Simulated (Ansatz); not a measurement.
Epitaxial strain in SiO₂: moduli and critical thickness

These are results of DFT LDA, scalar-relativistic, plane waves, PAW in Ansatz, not measurements. Settings: 420 eV cutoff, 6×6×4 k-mesh, Gaussian smearing of 0.02 eV, no spin polarisation.

Starting point, cell and atoms relaxed:

```
CELL_PARAMETERS angstrom
5.03870 0.00000 0.00000
-2.51935 4.36364 0.00000
0.00000 0.00000 5.52485
ATOMIC_POSITIONS crystal
Si 0.00000 0.50000 0.33333
Si 0.50000 0.50000 0.66667
Si 0.50000 0.00000 0.00000
O 0.58439 0.79220 0.83333
O 0.79220 0.58439 0.50000
O 0.79220 0.20780 0.16667
O 0.41561 0.20780 0.83333
O 0.20780 0.41561 0.50000
O 0.20780 0.79220 0.16667
```

The a-b plane is strained alike in both directions, as on a substrate, while c and the atoms relax within the symmetry that the strain leaves. Stress is positive in compression; energies are free energies at the smearing used, per atom.

```
strain (%) c (Å)  σ in plane (GPa)  ΔE (meV/atom)
      -2.0  5.6546              2.78           4.74
      -1.0  5.5905              1.40           1.20
      +0.0  5.5248             -0.01           0.00
      +1.0  5.4575             -1.42           1.25
      +2.0  5.3884             -2.83           4.80
```

Problem. Get the biaxial modulus twice, from the stresses and from the energies of the innermost pair.

Solution. From stress: M = −Δσ/Δε = (1.40 − (-1.42)) / 0.020 = 141 GPa. Two in-plane directions each store σε/2, so the energy density is Mε²: M = (mean ΔE)/(V ε²) = 1.23 meV / (13.497 Å³ × 0.010²) × 0.16022 GPa Å³/meV = 146 GPa. The two differ by 4 %: energies of a few meV carry noise.

Problem. How well does Mε², with M from the stresses, predict the outermost points?

Solution. 4.7 meV predicted against 4.7 computed at -2.0 %; 4.7 meV predicted against 4.8 computed at +2.0 %. The departures hold terms beyond second order and the noise of the energies.

Problem. How does c respond, and up to what thickness can a film with 1 % or 2 % misfit stay coherent on a thick substrate?

Solution. c answers with ε_c = −1.20 ε. In an isotropic solid that ratio is 2ν/(1 − ν), so ν = r/(2 + r) = 0.38. A film of thickness h stores Mε²h per area, 14.1 mJ/m² per nm at 1 %. The Matthews–Blakeslee balance for pure edge misfit dislocations, h = b/(8πf(1 + ν)) × (ln(h/b) + 1), with b taken as the in-plane vector a = 5.04 Å, solved by iteration, gives 4.7 nm at f = 1 % and 1.5 nm at 2 %. This is an isotropic estimate in which the moduli cancel; the real Burgers vector, glide system, anisotropy and slow kinetics can shift it by a factor of a few, mostly upward.

This form isn't the usual stable structure of the compound.